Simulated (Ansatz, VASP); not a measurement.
# GaS5: VASP beside Ansatz

```
Ga S
1.0
     0.00000    3.82402    3.82402
     3.82402    0.00000    3.82402
     3.82402    3.82402    0.00000
Ga S
1 5
Direct
  0.00000 0.00000 0.00000
  0.75000 0.75000 0.75000
  0.38904 0.38904 0.83287
  0.38904 0.83287 0.38904
  0.38904 0.38904 0.38904
  0.83287 0.38904 0.38904
```

Change from the starting cell: species swapped into the DyCu5 type (F-43m, No. 216).

Alike in both runs: functional PBE; k mesh 8 × 8 × 8; occupations gaussian, width 0.1 eV; no spin polarisation.

Ansatz relaxed the structure, and its values are those at the end. VASP's run is a single point on that final structure, the one shown.

```csv
,VASP,Ansatz
version,VASP 6.6.1,Ansatz 0.2.0
potentials or method,"VASP PAW PBE potentials, release 64 (Ga_d, S)","scalar-relativistic, plane waves, PAW"
plane-wave cutoff (eV),520,420
valence electrons in the cell,43,43
```

|  | VASP | Ansatz | Ansatz less VASP |
| --- | --- | --- | --- |
| gap on the k mesh at the Fermi level (eV) | none | none | - |
| pressure (GPa) | -0.2 | 0.0 | +0.17 |
| rms of the force components (eV/Å) | 0.030 | 0.002 | -0.0278 |

A gap of «none» marks a metal or a gap that the smearing closes.
